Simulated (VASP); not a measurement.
# SnTe: convergence, self-consistent run

SnTe, F-43m (no. 216), 2 atoms in the cell. PBE; PAW potentials Te, Sn_d (PBE set). VASP 6.6.1.

Wanted: levels at the zone centre within 0.003 eV.

What the run is for: levels; Accuracy asked: tight.

Levels at the zone centre: counted from the valence top at that point.

POSCAR:
```
SnTe
1.0
    0.0000000000      3.6111460000      3.6111460000
    3.6111460000      0.0000000000      3.6111460000
    3.6111460000      3.6111460000      0.0000000000
Te Sn
1 1
Direct
    0.2500000000      0.2500000000      0.2500000000
    0.0000000000      0.0000000000      0.0000000000
```

The series start from Plane-wave cutoff (eV): 310; k-point mesh: 6 × 6 × 6; Precision mode (PREC): Accurate; Electronic threshold (eV): 1e-6; Bands in all (NBANDS): 20; Aspherical gradient terms in the spheres (LASPH): yes; Electronic algorithm: ALGO=Normal; Density mixing: defaults; Delay and inner steps: defaults. Each series keeps the choices made before it, and each single choice may use up half of a tolerance.

## Plane-wave cutoff (eV)

| Plane-wave cutoff (eV) | Levels at the zone centre, largest deviation (eV) | SCF iterations | Time (s) |
|---|---|---|---|
| 190 | 0.0021 | 13 | 7.6 |
| 240 | 0.0012 | 14 | 12 |
| 280 | 0.0012 | 14 | 11 |
| 310 | 0.0009 | 14 | 17 |
| 360 | 0.0004 | 14 | 13 |
| 420 | 0.0003 | 14 | 22 |
| 500 | 0.0002 | 14 | 35 |
| 620 (reference) | 0.0000 | 13 | 41 |

Chosen: 240, the loosest value from which every tighter one stays within half of the tolerance.

## k-point mesh

| k-point mesh | Levels at the zone centre, largest deviation (eV) | SCF iterations | Time (s) |
|---|---|---|---|
| 2 × 2 × 2 | 0.0069 | 13 | 4.9 |
| 3 × 3 × 3 | 0.0303 | 14 | 5.8 |
| 4 × 4 × 4 | 0.0043 | 14 | 7.6 |
| 6 × 6 × 6 | 0.0002 | 14 | 12 |
| 7 × 7 × 7 | 0.0001 | 14 | 12 |
| 8 × 8 × 8 | 0.0001 | 14 | 18 |
| 11 × 11 × 11 (reference) | 0.0000 | 14 | 30 |

Chosen: 6 × 6 × 6.

## Precision mode (PREC)

| Precision mode (PREC) | Levels at the zone centre, largest deviation (eV) | SCF iterations | Time (s) |
|---|---|---|---|
| SingleN | 0.0038 | 12 | 5.2 |
| Normal | 0.0001 | 14 | 5.7 |
| Single | 0.0001 | 14 | 9.1 |
| Accurate (reference) | 0.0000 | 14 | 12 |

Chosen: Normal.

## Electronic threshold (eV)

| Electronic threshold (eV) | Levels at the zone centre, largest deviation (eV) | SCF iterations | Time (s) |
|---|---|---|---|
| 0.001 | 0.0056 | 9 | 4.1 |
| 0.0001 | 0.0007 | 12 | 5.2 |
| 1e-5 | 0.0007 | 12 | 5.2 |
| 1e-6 | 0.0000 | 14 | 5.7 |
| 1e-7 | 0.0000 | 14 | 6.3 |
| 1e-8 (reference) | 0.0000 | 17 | 6.9 |

Chosen: 0.0001.

## Bands in all (NBANDS)

| Bands in all (NBANDS) | Levels at the zone centre, largest deviation (eV) | SCF iterations | Time (s) |
|---|---|---|---|
| 11 | 0.0000 | 12 | 4.0 |
| 12 | 0.0002 | 12 | 4.0 |
| 14 | 0.0000 | 12 | 4.2 |
| 16 | 0.0001 | 12 | 4.8 |
| 20 | 0.0003 | 12 | 5.2 |
| 30 (reference) | 0.0000 | 12 | 7.4 |

Chosen: 11.

## Aspherical gradient terms in the spheres (LASPH)

| Aspherical gradient terms in the spheres (LASPH) | Levels at the zone centre, largest deviation (eV) | SCF iterations | Time (s) |
|---|---|---|---|
| yes | 0.0000 | 12 | 4.0 |
| no | 0.0004 | 12 | 3.0 |

Chosen: yes; no other choice that stays within half of the tolerance saves 30 % of the time.

## Electronic algorithm

| Electronic algorithm | Levels at the zone centre, largest deviation (eV) | SCF iterations | Time (s) |
|---|---|---|---|
| ALGO=Normal | 0.0000 | 12 | 4.0 |
| ALGO=Fast | 0.0045 | 12 | 5.4 |
| ALGO=VeryFast | 0.0005 | 19 | 5.1 |
| ALGO=All ISEARCH=1 | 0.0004 | 13 | 6.3 |
| ALGO=All ISEARCH=0 | 0.0004 | 13 | 7.2 |
| ALGO=Damped TIME=0.4 | 0.0002 | 19 | 6.2 |
| ALGO=Damped TIME=0.1 | 0.0003 | 33 | 12 |

Chosen: ALGO=Normal.

## Density mixing

| Density mixing | Levels at the zone centre, largest deviation (eV) | SCF iterations | Time (s) |
|---|---|---|---|
| defaults | 0.0000 | 12 | 4.0 |
| WC=0 | 0.0001 | 12 | 4.6 |
| BMIX=0.5 | 0.0010 | 10 | 4.9 |
| INIMIX=0 | 0.0003 | 10 | 4.5 |
| MIXPRE=0 | 0.0067 | 12 | 5.3 |
| AMIX=0.2 | 0.0014 | 12 | 5.5 |
| AMIX=0.4 IMIX=1 | 0.0010 | 14 | 5.4 |

Chosen: defaults.

## Delay and inner steps

| Delay and inner steps | Levels at the zone centre, largest deviation (eV) | SCF iterations | Time (s) |
|---|---|---|---|
| defaults | 0.0000 | 12 | 4.0 |
| NELMDL=-2 | 0.0025 | 10 | 6.1 |
| NELMDL=-8 | 0.0002 | 15 | 5.2 |
| NELMDL=-12 | 0.0002 | 19 | 5.1 |
| NRMM=2 | 0.0001 | 12 | 4.7 |
| NRMM=6 | 0.0002 | 12 | 5.2 |
| WEIMIN=0.001 | 0.0000 | 12 | 4.6 |

Chosen: defaults.

## All choices together

| Input | Levels at the zone centre, largest deviation (eV) | Time (s) |
|---|---|---|
| the program's defaults (naive) | 0.0167 | 2.1 |
| chosen settings | 0.0008 | 4.0 |
| reference settings throughout | 0.0000 | 259 |

The tolerance is met.

Values of the reference run: Levels at the zone centre: 0, 0, 2.939 eV from the valence top at Gamma.

## The input

INCAR:
```
  GGA = PE
  ISMEAR = 0
  SIGMA = 0.03
  LWAVE = False
  LCHARG = False
  ISIF = 2
  PREC = Normal
  LASPH = True
  LREAL = False
  ALGO = Normal
  EDIFF = 1E-4
  NELM = 120
  GGA_COMPAT = False
  ENCUT = 240
  EFERMI = MIDGAP
  NBANDS = 11
```

KPOINTS:
```
Automatic mesh
0
Gamma
  6 6 6
  0 0 0
```

Commands:
```
cat potpaw_PBE.64/Te/POTCAR potpaw_PBE.64/Sn_d/POTCAR > POTCAR
mpirun -np 1 vasp_std > vasp.out
```

The chosen input took VASP 6.6.1 4.0 s on 1 core (Intel Xeon 6975P-C (Granite Rapids)), a shared host.

## An input that fails: mixing far too strong

VASP's message: ERROR FEXCP: supplied Exchange-correletion table is too small, maximal index : 3847.

Changes against the starting input:
```
- NELM = 120
+ NELM = 99
+ IMIX = 1
+ AMIX = 2.0
+ BMIX = 0.0001
```
